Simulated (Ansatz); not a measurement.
**What internal relaxation does to the elastic constants of C**

Theory: DFT PBE, scalar-relativistic, plane waves, PAW in Ansatz 0.2.0. Cutoff 420 eV, 18×18×2 k-points (Γ-centred), Fermi-Dirac smearing of 0.15 eV. No spin polarisation.

The cell, relaxed at this level:
```
C
1.0
     2.46653    0.00000    0.00000
    -1.23327    2.13608    0.00000
     0.00000    0.00000   26.79084
C
12
Direct
  0.66667 0.33333 0.95090
  0.66667 0.33333 0.45090
  0.66667 0.33333 0.78059
  0.66667 0.33333 0.28059
  0.00000 0.00000 0.61551
  0.33333 0.66667 0.28059
  0.00000 0.00000 0.11551
  0.66667 0.33333 0.61551
  0.33333 0.66667 0.78059
  0.33333 0.66667 0.11551
  0.33333 0.66667 0.45090
  0.33333 0.66667 0.95090
```

Without a gap, frequencies and elastic constants depend on the k mesh and the smearing, soft modes and shear constants most. The crystal is built of layers and no dispersion correction was added, so the binding between them is poorly described, and with it their spacing and whatever depends on it.

Clamped-ion constants (GPa, Voigt order; atoms follow the strain homogeneously):
C11 = 801.0, C12 = 128.9, C13 = -0.2, C22 = 801.0, C23 = -0.2, C33 = 1.2, C66 = 336.1 GPa; the others vanish.

Q: What are the constants once the atoms relax in each strained cell?

A:
C11 = 786.3, C12 = 143.6, C13 = -0.2, C22 = 786.3, C23 = -0.2, C33 = 1.2, C66 = 321.4 GPa; the others vanish.
The Voigt shear modulus goes from 165.5 to 159.6 GPa and the Voigt bulk modulus doesn't change. Relaxation subtracts ΛᵀK⁻¹Λ/V, with Λ the forces that a strain puts on the atoms and K the zone-centre force constants. At a stable cell this can only lower the diagonal constants, and it acts only for strains that share their symmetry with an optical mode; elsewhere, and where the coupling is weak, the constants hardly move.

The bands only touch here, so at this level the crystal is a zero-gap semiconductor or semimetal, not an ordinary metal.

Cost: 2 runs of about 36 core-minutes in all, on Intel Xeon Processor @ 2.50GHz (Skylake/Cascade Lake), Intel Xeon Platinum 8259CL (Skylake/Cascade Lake) (shared hosts).